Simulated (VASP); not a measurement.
# Ti: equation of state with PBEsol

The system is Ti.

```
Ti
1.0
     0.00000    2.02565    2.02565
     2.02565    0.00000    2.02565
     2.02565    2.02565    0.00000
Ti
1
Direct
  0.00000 0.00000 0.00000
```

This isn't the form of Ti at room conditions, which is hcp.

```json
{
 "Program": "VASP 6.6.1",
 "Task": "equation of state",
 "Functional": "PBEsol",
 "Potentials or basis": "VASP PAW PBE potentials, release 64 (Ti_sv)",
 "Cutoff": "520 eV",
 "k mesh": "10 × 10 × 10",
 "Occupations": "fermi-dirac, width 0.05 eV",
 "Spin": "no spin polarisation"
}
```

The equilibrium volume is 16.63 Å³/atom and the bulk modulus is 114 GPa. The pressure derivative of the bulk modulus is 3.6 (rough: it moves with the points fitted).

Energy against volume, from the lowest point:
| volume (Å³/atom) | energy (meV/atom) |
| --- | --- |
| 15.959 | 10.40 |
| 16.291 | 2.59 |
| 16.624 | 0.00 |
| 16.956 | 2.16 |
| 17.289 | 8.67 |

All runs of the series together: 24 s on 1 thread of Intel(R) Xeon(R) Platinum 8488C (Sapphire Rapids), on a shared host.

Caveat: the PAW data sets were made with another functional, which shifts forces and pressure a little.
